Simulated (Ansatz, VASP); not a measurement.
# One calculation of HfO2, two programs

File INCAR:

```
SYSTEM = HfO2
PREC     = Accurate       ! precision mode
ENCUT    = 520            ! plane-wave cutoff, eV
EDIFF    = 1E-6           ! SCF threshold, eV
ISMEAR   = 0              ! smearing method
SIGMA    = 0.05           ! smearing width, eV
LREAL    = .False.        ! projectors in reciprocal space
LASPH    = .True.         ! aspherical terms in the spheres
NELM     = 60             ! most SCF steps
ALGO     = Normal         ! electronic algorithm
ISIF     = 2              ! what is computed and relaxed
LWAVE    = .False.        ! write WAVECAR
LCHARG   = .False.        ! write CHGCAR
GGA      = PS             ! functional
NBANDS   = 18             ! bands
```

File KPOINTS:

```
regular mesh
0
Gamma
  8 8 8
  0 0 0
```

File POSCAR:

```
HfO2
1.0
    0.0000000000      2.6229500914      2.5220673956
    2.5894065951      0.0000000000      2.5220673956
    2.5894065951      2.6229500914      0.0000000000
Hf O
1 2
Direct
    0.0000000000      0.0000000000      0.0000000000
    0.2500000000      0.2500000000      0.2500000000
    0.7500000000      0.7500000000      0.7500000000
```

Input for Ansatz:

```yaml
crystal:
  lattice:
    - [0.0, 2.6229500914, 2.5220673956]
    - [2.5894065951, 0.0, 2.5220673956]
    - [2.5894065951, 2.6229500914, 0.0]
  atoms:
    - { symbol: Hf, position: [0.0, 0.0, 0.0] }
    - { symbol: O, position: [0.25, 0.25, 0.25] }
    - { symbol: O, position: [0.75, 0.75, 0.75] }
basis:
  ecutwfc: 520.0
kpoints:
  mp_grid: { grid: [8, 8, 8] }
hamiltonian:
  xc: pbesol
  pseudopotentials: { kind: paw, azcp: { folder: soft_1 } }
scf:
  occupations: { method: gaussian, width: 0.05 }
output:
  forces: true
  stress: true
  eigenvalues: true
```

Change from the starting cell: normal strain along x +0.0267, normal strain along y +0.0400.

Alike in both runs: task single point; functional PBEsol; k mesh 8 × 8 × 8; occupations gaussian, width 0.05 eV; no spin polarisation.

```csv
,VASP,Ansatz
version,VASP 6.6.1,Ansatz 0.2.0
potentials or method,"VASP PAW PBE potentials, release 64 (Hf_pv, O)","scalar-relativistic, plane waves, PAW"
plane-wave cutoff (eV),520,520
valence electrons in the cell,22,38
```

Ansatz gave:

| Quantity | Value |
| --- | --- |
| gap on the k mesh at the Fermi level (eV) | 3.24 |
| least direct gap on the mesh (eV) | 3.28 |
| pressure (GPa) | -15.1 |
| largest component of the traceless stress (GPa) | 9.38 |

**Question.** Which values does VASP return?

**Answer.** gap on the k mesh at the Fermi level (eV): 3.23; least direct gap on the mesh (eV): 3.28; pressure (GPa): -18.3; largest component of the traceless stress (GPa): 9.53.

The two sets of potentials don't hold the same shells in valence. Ansatz warned: «pseudo_functional_mismatch».

Caveats: so large a pressure means that the cell lies far from this level's equilibrium, or that cutoff or potentials fall short (VASP); the potentials were made for another functional, which shifts forces and pressure (VASP); spin-orbit coupling is left out, which moves the levels of the heavy elements. A k mesh can miss the band edges.
